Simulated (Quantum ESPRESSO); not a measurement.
The system is CuI (Marshite).

```xyz
2
Lattice="0.0000 3.0315 3.0315 3.0315 0.0000 3.0315 3.0315 3.0315 0.0000" Properties=species:S:1:pos:R:3 pbc="T T T"
I     0.0000    0.0000    0.0000
Cu    4.5473    4.5473    4.5473
```

Base run:

- Program: Quantum ESPRESSO 7.5
- Functional: PBE
- Potentials or basis: GBRV 1.5 PBE
- Cutoff: 762 eV
- Density cutoff: 6095 eV
- k mesh: 6 × 6 × 6, shifted
- Occupations: fermi-dirac, width 0.05 eV
- Spin: no spin polarisation

Its results: pressure 0.2 GPa; electronic dielectric tensor (diagonal) 6.39.

Task: The run is repeated on the same cell with these changes: functional from PBE to LDA; potentials or basis from GBRV 1.5 PBE to GBRV 1.5 LDA. What comes out?

Result: Pressure -4.5 GPa; electronic dielectric tensor (diagonal) 6.69.

Caveats: the cell is more than 3 GPa from zero pressure, which shifts response properties (some runs).
